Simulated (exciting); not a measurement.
The O K edge of atom 2 in SrO, space group Fm-3m, with 6 Sr at 2.57 Å (octahedral, site symmetry m-3m), was computed at 2 levels: exchange and screened direct term (singlet BSE) and independent particles. Common settings: exciting, all-electron LAPW+lo, PBE, 5×5×5 shifted k points, 20 conduction bands, |G+q| up to 3 bohr⁻¹, full RPA screening with nempty = 40, Lorentzian half width 0.45 eV.

Energy from the Kohn–Sham onset, core level to the lowest empty state found on the meshes used; all runs on one relative scale:

```
E (eV)  run 1  run 2
  -3.5   0.04   0.01
  -3.0   0.05   0.01
  -2.5   0.06   0.02
  -2.0   0.08   0.02
  -1.5   0.12   0.02
  -1.0   0.20   0.03
  -0.5   0.40   0.04
   0.0   0.89   0.06
   0.5   1.39   0.09
   1.0   1.39   0.15
   1.5   1.03   0.23
   2.0   0.72   0.36
   2.5   0.56   0.55
   3.0   0.52   0.69
   3.5   0.51   0.68
   4.0   0.62   0.65
   4.5   0.78   0.48
   5.0   0.64   0.45
   5.5   0.58   0.58
   6.0   0.61   0.59
   6.5   0.56   0.52
   7.0   0.41   0.57
   7.5   0.31   0.72
   8.0   0.29   0.84
   8.5   0.38   0.63
   9.0   0.28   0.46
   9.5   0.22   0.49
  10.0   0.19   0.41
  10.5   0.16   0.36
  11.0   0.16   0.30
  11.5   0.19   0.24
  12.0   0.23   0.22
  12.5   0.20   0.26
  13.0   0.16   0.31
  13.5   0.13   0.28
  14.0   0.11   0.22
  14.5   0.11   0.16
  15.0   0.15   0.12
  15.5   0.23   0.12
  16.0   0.33   0.14
  16.5   0.41   0.19
  17.0   0.40   0.26
  17.5   0.51   0.29
  18.0   0.56   0.29
  18.5   0.58   0.36
  19.0   0.54   0.45
  19.5   0.48   0.53
  20.0   0.27   0.66
  20.5   0.18   0.98
  21.0   0.16   0.67
  21.5   0.16   0.42
  22.0   0.17   0.33
  22.5   0.16   0.30
  23.0   0.14   0.28
  23.5   0.15   0.25
  24.0   0.16   0.23
  24.5   0.15   0.24
  25.0   0.14   0.24
```

The database entry behind the starting cell differs from later determinations by our own check (about 0.5 % short), so it need not match the best structure at ambient conditions.

**Question.** Which run is which, and why?

Run 1: exchange and screened direct term (singlet BSE); highest local maximum in the window at 0.7 eV. Run 2: independent particles; highest local maximum in the window at 20.5 eV. The attractive direct term pulls weight down: the curves pass 0.22 at -0.9 and 1.4 eV in the order of the runs. Fine structure above the first lines is partly noise of the 125-point mesh.

[Banner, clock and machine lines of the logs are left out without a mark of their own.]

[Logs are printed without paths, hosts, clocks, repeated set-up lines and the standing remarks that a program may print on its own settings, such as how far it seeks lower states.]

[Hosts, paths, dates, database ids (printed as entryN), source tags and the programs' standing remarks are cut or masked in the printed files.]
